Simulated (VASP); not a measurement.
## Al under changes of volume

One of the cells (15.949 Å³/atom); the others are scaled copies at fixed shape and fractional positions:

```
Al
1.0
     2.82071    0.00000    0.00000
    -1.41036    2.44281    0.00000
     0.00000    0.00000    4.62920
Al
2
Direct
  0.33333 0.66667 0.25000
  0.66667 0.33333 0.75000
```

This isn't the form of Al at room conditions, which is fcc.

- Program: VASP 6.6.1
- Functional: LDA
- Potentials or basis: VASP PAW LDA potentials, release 64 (Al)
- Cutoff: 520 eV
- k mesh: 10 × 10 × 6
- Occupations: fermi-dirac, width 0.05 eV
- Spin: no spin polarisation

```csv
volume (Å³/atom),energy over the lowest point (meV/atom),pressure (GPa)
15.311,?,?
15.630,1.75,1.7
15.949,0.00,0.0
16.268,1.56,-1.6
16.587,6.09,-3.0
```

Q: What does the run at 15.311 Å³/atom give?

A: Energy over the lowest point 7.18 meV/atom; pressure 3.7 GPa.

Worked out: A Birch-Murnaghan fit of order 2 (a polynomial in V^(-2/3)) to the other rows has its minimum at 15.95 Å³/atom with B0 = V·E''(V) = 83 GPa at fixed shape and positions, which overstates the stiffness. It gives 7.14 meV/atom at 15.311 Å³/atom, against the run's 7.18, and -dE/dV = 3.7 GPa, against 3.7.

Energies are extrapolated to zero smearing.
